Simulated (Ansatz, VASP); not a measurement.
Two plane-wave programs on NiO

```
Ni O
1.0
     0.00000    2.11201    2.11201
     2.11201    0.00000    2.11201
     2.11201    2.11201    0.00000
Ni O
1 1
Direct
  0.00000 0.00000 0.00000
  0.50000 0.50000 0.50000
```

Alike in both runs: functional r2SCAN; k mesh 10 × 10 × 10; occupations gaussian, width 0.02 eV; collinear spin; Hubbard terms Ni d U = 6.2 eV.

Ansatz relaxed the structure, and its values are those at the end. VASP's run is a single point on that final structure, the one shown.

|  | VASP | Ansatz |
| --- | --- | --- |
| version | VASP 6.6.1 | Ansatz 0.2.0 |
| potentials or method | VASP PAW PBE potentials, release 64 (Ni, O) | scalar-relativistic, plane waves, PAW |
| plane-wave cutoff (eV) | 520 | 500 |
| valence electrons in the cell | 16 | 24 |

Ansatz gave:

```
gap on the k mesh at the Fermi level (eV)                     : 2.73
least direct gap on the mesh (eV)                             : 3.89
pressure (GPa)                                                : 0.0
net moment per atom (μB)                                      : 1.00
size of the moment on the site where the two differ most (μB) : 1.78
```

Problem. Estimate VASP's values.

Solution. gap on the k mesh at the Fermi level (eV): 3.19; least direct gap on the mesh (eV): 4.04; pressure (GPa): -8.6; net moment per atom (μB): 1.00; size of the moment on the site where the two differ most (μB): 1.88.

Site moments also hang on the region over which each program counts them. The programs project onto different local orbitals, so the same U acts differently. The two sets of potentials don't hold the same shells in valence.

Caveats: the PAW data sets were made with another functional, which shifts forces and pressure a little (VASP); a cell with one magnetic atom can't hold antiferromagnetic order, which such compounds often take. The state reached can hang on the start; a lower one may exist. A k mesh can miss the band edges.
